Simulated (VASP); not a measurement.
# KI (Fm-3m) in VASP: further runs, part 2 of 2

VASP 6.6.1. The steps go on from the part before.

### Step 3. Single point, PBEsol (volume scaled by 0.96)

File INCAR:

```
  PREC = Accurate
  ENCUT = 520
  EDIFF = 1E-6
  ISMEAR = -1
  SIGMA = 0.01
  LREAL = False
  LASPH = True
  NELM = 60
  ALGO = Normal
  ISIF = 2
  LWAVE = False
  LCHARG = False
  GGA = PS
  NBANDS = 15
```

File KPOINTS:

```
regular mesh
0
Gamma
  8 8 8
```

File POSCAR:

```
KI
1.0
    0.0000000000      3.4769151066      3.4769151066
    3.4769151066      0.0000000000      3.4769151066
    3.4769151066      3.4769151066      0.0000000000
K I
1 1
Direct
    0.0000000000      0.0000000000      0.0000000000
    0.5000000000      0.5000000000      0.5000000000
```

Potentials or basis: VASP PAW PBE potentials, release 64 (K_sv, I).

On the command line:

```console
> cat potpaw_PBE.64/K_sv/POTCAR potpaw_PBE.64/I/POTCAR > POTCAR
> mpirun -np 1 vasp_std > vasp.out
```

OUTCAR:

```text
PREC = Accurate
   ENCUT = 520
   EDIFF = 1E-6
   ISMEAR = -1
   LREAL = False
   LASPH = True
   NELM = 60
   ISIF = 2
   GGA = PS

 ion  position               nearest neighbor table
   1  0.000  0.000  0.000-   2 3.48   2 3.48   2 3.48   2 3.48   2 3.48   2 3.48
   2  0.500  0.500  0.500-   1 3.48   1 3.48   1 3.48   1 3.48   1 3.48   1 3.48

  LATTYP: Found a face centered cubic cell.
 ALAT       =     6.9538302132

  Lattice vectors:

 A1 = (   0.0000000000,   3.4769151066,   3.4769151066)
 A2 = (   3.4769151066,   0.0000000000,   3.4769151066)
 A3 = (   3.4769151066,   3.4769151066,   0.0000000000)

Analysis of symmetry for initial positions (statically):
=====================================================================
 Subroutine PRICEL returns:
 Original cell was already a primitive cell.

 Routine SETGRP: Setting up the symmetry group for a
 face centered cubic supercell.

 Subroutine GETGRP returns: Found 48 space group operations
 (whereof 48 operations were pure point group operations)
 out of a pool of 48 trial point group operations.

The static configuration has the point symmetry O_h .

Analysis of symmetry for dynamics (positions and initial velocities):
=====================================================================
 Subroutine PRICEL returns:
 Original cell was already a primitive cell.

 Routine SETGRP: Setting up the symmetry group for a
 face centered cubic supercell.

 Subroutine GETGRP returns: Found 48 space group operations
 (whereof 48 operations were pure point group operations)
 out of a pool of 48 trial point group operations.

The dynamic configuration has the point symmetry O_h .

 Subroutine INISYM returns: Found 48 space group operations
 (whereof 48 operations are pure point group operations),
 and found     1 'primitive' translations

----------------------------------------------------------------------------------------

                                     Primitive cell

  volume of cell :      84.0644

  direct lattice vectors                    reciprocal lattice vectors
     0.000000000  3.476915107  3.476915107    -0.143805639  0.143805639  0.143805639
     3.476915107  0.000000000  3.476915107     0.143805639 -0.143805639  0.143805639
     3.476915107  3.476915107  0.000000000     0.143805639  0.143805639 -0.143805639

  length of vectors
     4.917100499  4.917100499  4.917100499     0.249078674  0.249078674  0.249078674

  position of ions in fractional coordinates (direct lattice)
     0.000000000  0.000000000  0.000000000
     0.500000000  0.500000000  0.500000000

  ion indices of the primitive-cell ions
   primitive index   ion index
                 1           1
                 2           2

----------------------------------------------------------------------------------------

 KPOINTS: regular mesh

Automatic generation of k-mesh.
 Grid dimensions read from file:
 generate k-points for:    8    8    8

 Generating k-lattice:

  Cartesian coordinates                     Fractional coordinates (reciprocal lattice)
[... 39 lines left out ...]
  0.500000  0.250000  0.125000     48.000000
 -0.375000  0.250000  0.125000     24.000000
 [... further k-points ...]
   k-points           NKPTS =     29   k-points in BZ     NKDIM =     29   number of bands    NBANDS=     15
   number of dos      NEDOS =    301   number of ions     NIONS =      2
   total plane-waves  NPLWV =  64000
   dimension x,y,z NGX =    40 NGY =   40 NGZ =   40
   dimension x,y,z NGXF=    80 NGYF=   80 NGZF=   80
   ions per type =               1   1
   NGX,Y,Z   is equivalent  to a cutoff of  13.52, 13.52, 13.52 a.u.
   NGXF,Y,Z  is equivalent  to a cutoff of  27.05, 27.05, 27.05 a.u.
 SYSTEM =  unknown system
   PREC   = accura    normal or accurate (medium, high low for compatibility)
   ISTART =      0    job   : 0-new  1-cont  2-samecut
   ICHARG =      2    charge: 1-file 2-atom 10-const
   ISPIN  =      1    spin polarized calculation?
   LNONCOLLINEAR =      F non collinear calculations
   LSORBIT =      F    spin-orbit coupling
   LASPH  =      T    aspherical Exc in radial PAW
   ENCUT  =  520.0 eV  38.22 Ry    6.18 a.u.   9.14  9.14  9.14*2*pi/ulx,y,z
   NELM   =     60;   NELMIN=  2; NELMDL= -5     # of ELM steps
   EDIFF  = 0.1E-05   stopping-criterion for ELM
   LREAL  =      F    real-space projection
   EDIFFG = 0.1E-04   stopping-criterion for IOM
   NSW    =      0    number of steps for IOM
   IBRION =     -1    ionic relax: 0-MD 1-quasi-New 2-CG
   NFREE  =      0    steps in history (QN), initial steepest desc. (CG)
   ISIF   =      2    stress and relaxation
   ISYM   =      2    0-nonsym 1-usesym 2-fastsym
   POTIM  = 0.5000    time-step for ionic-motion
   TEBEG  =    0.0;   TEEND  =   0.0 temperature during run
   PSTRESS=    0.0 pullay stress
   NELECT =      16.0000    total number of electrons
   NUPDOWN=      -1.0000    fix difference up-down
   EMIN   =  10.00;   EMAX   =-10.00  energy-range for DOS
   EFERMI =   0.00;   METHOD = LEGACY
   ISMEAR =    -1;   SIGMA  =   0.01  broadening in eV -4-tet -1-fermi 0-gaus
   EFERMI_NEDOS =   21; number of points for ismear=-14 and -15
   IALGO  =     38    algorithm
   IMIX   =      4    mixing-type and parameters
     AMIX     =   0.40;   BMIX     =  1.00
     AMIX_MAG =   1.60;   BMIX_MAG =  1.00
  volume/ion in A,a.u.               =      42.03       283.65
  Fermi-wavevector in a.u.,A,eV,Ry     =   0.941696  1.779547 12.065530  0.886791
  Thomas-Fermi vector in A             =   2.069232
   LORBIT       =      0    0 simple, 1 ext, 2 COOP (PROOUT), +10 PAW based schemes
   GGA     = PS    functional components
   LHFCALC =     F    Hartree Fock is set to
   AEXX    =    0.0000 exact exchange contribution
   IVDW    =     0    specifies the selected vdW correction
   LEPSILON=     F    determine dielectric tensor
   LRPA    =     F    only Hartree local field effects (RPA)
 non-spin polarized calculation
  energy-cutoff  :      520.00
  volume of cell :       84.06
 maximum number of plane-waves:      2276
 NGX is ok and might be reduce to    40
   NGX = 19   NGY = 19   NGZ = 19

 number of electron      16.0000001 magnetization

 Free energy of the ion-electron system (eV)
  ---------------------------------------------------
  ext. energy  EPLUGINS =         0.00000000
  ---------------------------------------------------
  free energy    TOTEN  =        -5.81361155 eV

  energy without entropy =       -5.81361155  energy(sigma->0) =       -5.81361155

 E-fermi :   0.0602     XC(G=0):  -7.5388

 val. band max:       -0.2548363223   @ k =   0.0000   0.0000   0.0000
 cond. band min:       3.6623369689   @ k =   0.0000   0.0000   0.0000
 fundamental gap:      3.9171732912
 Fermi energy:         0.0602418272

 k-point     1 :       0.0000    0.0000    0.0000
  band No.  band energies     occupation
      1     -28.5011      2.00000
      2     -12.0608      2.00000
      3     -12.0608      2.00000
      4     -12.0608      2.00000
      5     -10.8685      2.00000
      6      -0.2548      2.00000
      7      -0.2548      2.00000
      8      -0.2548      2.00000
      9       3.6623      0.00000
     10       6.1437      0.00000
     11       6.1437      0.00000
     12       6.1437      0.00000
     13       6.9187      0.00000
     14       6.9187      0.00000
[... 401 lines left out ...]
      2     -12.2178      2.00000
      3     -12.0829      2.00000
      4     -12.0718      2.00000
      5     -10.5567      2.00000
      6      -1.4836      2.00000
      7      -0.8645      2.00000
      8      -0.6929      2.00000
      9       5.7044      0.00000
     10       6.5234      0.00000
     11       7.2252      0.00000
     12       8.0427      0.00000
     13       8.5073      0.00000
     14       8.7463      0.00000
     15       9.6650      0.00000

 [... further k-points ...]

------------------------ aborting loop because EDIFF is reached ----------------------------------------

  FORCE on cell =-STRESS in cart. coord.  units (eV):
  Direction    XX          YY          ZZ          XY          YZ          ZX
  --------------------------------------------------------------------------------------
  -------------------------------------------------------------------------------------
  Total        0.1756916      0.1756916      0.1756916     -0.0000000     -0.0000000     -0.0000000
  in kB        3.3484922      3.3484922      3.3484922     -0.0000000     -0.0000000     -0.0000000
  external PRESSURE =       3.3484922 kB  Pullay stress =       0.0000000 kB

 VOLUME and BASIS-vectors are now :
 -----------------------------------------------------------------------------
  energy-cutoff  :      520.00
  volume of cell :       84.06
      direct lattice vectors                 reciprocal lattice vectors
     0.000000000  3.476915107  3.476915107    -0.143805639  0.143805639  0.143805639
     3.476915107  0.000000000  3.476915107     0.143805639 -0.143805639  0.143805639
     3.476915107  3.476915107  0.000000000     0.143805639  0.143805639 -0.143805639

 POSITION                                       TOTAL-FORCE (eV/Angst)
 -----------------------------------------------------------------------------------
      0.00000      0.00000      0.00000        -0.000000      0.000000     -0.000000
      3.47692      3.47692      3.47692         0.000000     -0.000000      0.000000
 -----------------------------------------------------------------------------------
    total drift:                                0.000000     -0.000000     -0.000000

  FREE ENERGIE OF THE ION-ELECTRON SYSTEM (eV)
  ---------------------------------------------------
  free  energy   TOTEN  =        -5.8136115500 eV

  energy  without entropy=       -5.8136115500  energy(sigma->0) =       -5.81361155
```

Wall time 33 s (1 thread of Intel Xeon Platinum 8259CL at 2.50GHz (Skylake/Cascade Lake), shared host); peak memory 0.25 GiB.

Results:

| Item | Value |
| --- | --- |
| Free energy | -5.8136 eV |
| Pressure | 0.3 GPa |
| Band gap on the k mesh | 3.92 eV, direct |

Caveat: the PAW data sets were made with another functional, which shifts forces and pressure a little; spin-orbit coupling is left out, which moves the levels of the heavy elements.

### Step 4. Single point, PBEsol (volume scaled by 0.99)

File INCAR:

```
SYSTEM = KI
PREC = Accurate ; ENCUT = 520
EDIFF = 1E-6 ; ISMEAR = -1
SIGMA = 0.01 ; LREAL = .FALSE.
LASPH = .TRUE. ; NELM = 60
ALGO = Normal ; ISIF = 2
LWAVE = .FALSE. ; LCHARG = .FALSE.
GGA = PS ; NBANDS = 15
```

File KPOINTS:

```
regular mesh
0
G
  8 8 8
  0 0 0
```

File POSCAR:

```
KI
1.0
    0.0000000000      3.5127621193      3.5127621193
    3.5127621193      0.0000000000      3.5127621193
    3.5127621193      3.5127621193      0.0000000000
K I
1 1
Direct
    0.0000000000      0.0000000000      0.0000000000
    0.5000000000      0.5000000000      0.5000000000
```

Potentials or basis: VASP PAW PBE potentials, release 64 (K_sv, I).

On the command line:

```console
> cat potpaw_PBE.64/K_sv/POTCAR potpaw_PBE.64/I/POTCAR > POTCAR
> mpirun -np 1 vasp_std > vasp.out
```

OUTCAR:

```text
SYSTEM = KI
   PREC = Accurate
   ENCUT = 520
   EDIFF = 1E-6
   ISMEAR = -1
   LREAL = .FALSE.
   LASPH = .TRUE.
   NELM = 60
   ISIF = 2
   GGA = PS

 ion  position               nearest neighbor table
   1  0.000  0.000  0.000-   2 3.51   2 3.51   2 3.51   2 3.51   2 3.51   2 3.51
   2  0.500  0.500  0.500-   1 3.51   1 3.51   1 3.51   1 3.51   1 3.51   1 3.51

  LATTYP: Found a face centered cubic cell.
 ALAT       =     7.0255242386

  Lattice vectors:

 A1 = (   0.0000000000,   3.5127621193,   3.5127621193)
 A2 = (   3.5127621193,   0.0000000000,   3.5127621193)
 A3 = (   3.5127621193,   3.5127621193,   0.0000000000)

Analysis of symmetry for initial positions (statically):
=====================================================================
 Subroutine PRICEL returns:
 Original cell was already a primitive cell.

 Routine SETGRP: Setting up the symmetry group for a
 face centered cubic supercell.

 Subroutine GETGRP returns: Found 48 space group operations
 (whereof 48 operations were pure point group operations)
 out of a pool of 48 trial point group operations.

The static configuration has the point symmetry O_h .

Analysis of symmetry for dynamics (positions and initial velocities):
[... 165 lines left out ...]

 k-point     1 :       0.0000    0.0000    0.0000
  band No.  band energies     occupation
      1     -28.7175      2.00000
      2     -12.2723      2.00000
      3     -12.2723      2.00000
      4     -12.2723      2.00000
      5     -10.9841      2.00000
      6      -0.4205      2.00000
      7      -0.4205      2.00000
      8      -0.4205      2.00000
      9       3.4289      0.00000
     10       5.9983      0.00000
     11       5.9983      0.00000
     12       5.9983      0.00000
     13       6.7509      0.00000
     14       6.7509      0.00000
[... 401 lines left out ...]
      2     -12.4033      2.00000
      3     -12.2916      2.00000
      4     -12.2820      2.00000
      5     -10.7124      2.00000
      6      -1.5858      2.00000
      7      -0.9955      2.00000
      8      -0.8302      2.00000
      9       5.5101      0.00000
     10       6.3410      0.00000
     11       6.9466      0.00000
     12       7.8201      0.00000
     13       8.2538      0.00000
     14       8.5262      0.00000
     15       9.3983      0.00000

 [... further k-points ...]
[... 5 lines left out ...]
  --------------------------------------------------------------------------------------
  -------------------------------------------------------------------------------------
  Total       -0.0274711     -0.0274711     -0.0274711     -0.0000000     -0.0000000      0.0000000
  in kB       -0.5077032     -0.5077032     -0.5077032     -0.0000000     -0.0000000      0.0000000
  external PRESSURE =      -0.5077032 kB  Pullay stress =       0.0000000 kB

 VOLUME and BASIS-vectors are now :
 -----------------------------------------------------------------------------
  energy-cutoff  :      520.00
  volume of cell :       86.69
      direct lattice vectors                 reciprocal lattice vectors
     0.000000000  3.512762119  3.512762119    -0.142338133  0.142338133  0.142338133
     3.512762119  0.000000000  3.512762119     0.142338133 -0.142338133  0.142338133
     3.512762119  3.512762119  0.000000000     0.142338133  0.142338133 -0.142338133

 POSITION                                       TOTAL-FORCE (eV/Angst)
 -----------------------------------------------------------------------------------
      0.00000      0.00000      0.00000         0.000000     -0.000000     -0.000000
      3.51276      3.51276      3.51276        -0.000000      0.000000      0.000000
 -----------------------------------------------------------------------------------
    total drift:                                0.000000     -0.000000     -0.000000

  FREE ENERGIE OF THE ION-ELECTRON SYSTEM (eV)
  ---------------------------------------------------
  free  energy   TOTEN  =        -5.8159827052 eV

  energy  without entropy=       -5.8159827052  energy(sigma->0) =       -5.81598271
```

Wall time 34 s (1 thread of Intel Xeon Platinum 8259CL at 2.50GHz (Skylake/Cascade Lake), shared host); peak memory 0.24 GiB.

What came out:

* Free energy: -5.8160 eV
* Pressure: -0.1 GPa
* Band gap on the k mesh: 3.85 eV, direct

Caveat: the PAW data sets were made with another functional, which shifts forces and pressure a little; spin-orbit coupling is left out, which moves the levels of the heavy elements. A k mesh can miss the band edges.

### Step 5. The runs side by side

```tsv
cell	gap on the mesh (eV)	pressure (GPa)
a = 4.984 Å, angles 60.0°, 2 atoms	3.83	-0.2
a = 4.917 Å, angles 60.0°, 2 atoms	3.92	0.3
a = 4.968 Å, angles 60.0°, 2 atoms	3.85	-0.1
```

Alike in all rows: task single point; level PBEsol; potentials or basis VASP PAW PBE potentials, release 64 (K_sv, I); no spin polarisation; k mesh 8 × 8 × 8; cutoff (eV) 520; smearing fermi-dirac 0.01 eV.

Caveats: the PAW data sets were made with another functional, which shifts forces and pressure a little; spin-orbit coupling is left out, which moves the levels of the heavy elements.

Total energies depend on the potentials used, so only differences within one code and one set of settings carry meaning.

### Step 6. Comparison with measurements

Step 2. Measured gap of KI: 6.32 eV (a printed reference work, monograph). This calculation gives 3.83 eV (-2.49 eV). Spin-orbit coupling on I is left out. The value is that of PBEsol on a finite k mesh, which can miss the band edges, without temperature or zero-point motion. Semilocal functionals fall short of measured gaps as a rule.
